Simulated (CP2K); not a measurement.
## SnTe under changes of volume

One of the cells (31.281 Å³/atom); the others are scaled copies at fixed shape and fractional positions:

```xyz
2
Lattice="4.4560 0.0000 0.0000 2.2280 3.8590 0.0000 2.2280 1.2863 3.6383" Properties=species:S:1:pos:R:3 pbc="T T T"
Te    4.4560    2.5727    1.8191
Sn    0.0000    0.0000    0.0000
```

| Item | Value |
| --- | --- |
| Program | CP2K 2026.2 |
| Functional | PBE |
| Potentials or basis | POTENTIAL_UZH Te GTH-PBE-q6, Sn GTH-PBE-q4; TZVP-MOLOPT-PBE-GTH basis |
| Density cutoff | 6123 eV |
| k mesh | 7 × 7 × 7 |
| Occupations | fermi-dirac, width 0.05 eV |
| Spin | no spin polarisation |

```csv
volume (Å³/atom),energy over the lowest point (meV/atom),pressure (GPa)
29.404,73.88,6.7
30.030,50.55,5.3
30.656,32.23,4.1
31.281,18.45,3.0
31.907,?,?
32.532,2.71,1.1
33.158,0.00,0.3
```

Task: What does the run at 31.907 Å³/atom give?

Result: Energy over the lowest point 8.74 meV/atom; pressure 2.0 GPa.

Worked out: A Birch-Murnaghan fit of order 3 (a polynomial in V^(-2/3)) to the other rows has its minimum at 33.40 Å³/atom, just outside them, with B0 = V·E''(V) = 40 GPa and B' = 4.4. It gives 8.73 meV/atom at 31.907 Å³/atom, against the run's 8.74, and -dE/dV = 2.0 GPa, against 2.0.

Energies are extrapolated to zero smearing.

Caveats: the basis of atomic orbitals isn't converged, which shifts pressures, moduli and gaps.
